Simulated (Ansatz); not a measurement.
Born–Oppenheimer molecular dynamics of a periodic cell of 16 atoms, C (start crystal C, start structure Fd-3m, volume 1.15 times the crystal's). It starts from a structure without forces on its atoms.

These are results of DFT PBE-D3(BJ), scalar-relativistic, plane waves, PAW (Ansatz 0.2.0), not measurements. Settings: accuracy low, cutoff 420 eV, k mesh 3x3x3, fermi-dirac smearing 0.3 eV, no spin polarisation.

- ensemble: NVT, Langevin thermostat
- time step: 1.12 fs
- steps asked: 180
- set temperature: 3500 K
- friction: 0.02 /fs
- seed: 85254

First frame:

```xyz
16
Lattice="0.0000 3.7368 3.7368 3.7368 0.0000 3.7368 3.7368 3.7368 0.0000" Properties=species:S:1:pos:R:3
C 0.000 0.000 0.000
C 0.934 0.934 0.934
C 1.868 1.868 0.000
C 2.803 2.803 0.934
C 1.868 0.000 1.868
C 2.803 0.934 2.803
C 3.737 1.868 1.868
C 4.671 2.803 2.803
C 0.000 1.868 1.868
C 0.934 2.803 2.803
C 1.868 3.737 1.868
C 2.803 4.671 2.803
C 1.868 1.868 3.737
C 2.803 2.803 4.671
C 3.737 3.737 3.737
C 4.671 4.671 4.671
```

**Question.** What does the run give?

**Answer.** All steps were run.

```json
{"steps done": "180", "time covered": "201.6 fs", "mean temperature over the second half": "3328 K", "spread of the potential energy over the second half": "69.0 meV per atom", "mean potential energy of the second half above the start": "424.0 meV per atom"}
```

A run of 0.2 ps of so small a system gives no equilibrium averages. Limits of this set-up: low accuracy level.

**Question.** What happens to the structure?

**Answer.** Mean squared displacements from the first frame to the last, about the centre of mass: C 0.02 Å². The details hang on the random start.

**Question.** How do temperature and energy run in time?

**Answer.** 
```
time (fs)  T (K)  potential energy less start (eV)
      0.0   3281                             0.000
     10.1    573                             5.492
     20.2   2047                             2.655
     30.2   1842                             4.206
     40.3   2046                             3.877
     50.4   2192                             3.947
     60.5   2220                             5.227
     70.6   2804                             4.576
     80.6   2921                             4.295
     90.7   2506                             6.373
    100.8   3850                             4.958
    110.9   2513                             8.753
    121.0   4167                             5.272
    131.0   4103                             6.020
    141.1   2925                             8.971
    151.2   4741                             6.135
    161.3   3034                             7.386
    171.4   3300                             7.096
    181.4   3684                             6.388
    191.5   1979                             6.925
    201.6   3139                             4.787
```

The run took 8 min on 1 thread of Intel(R) Xeon(R) 6975P-C (Granite Rapids) (shared host), peak memory 0.45 GiB.
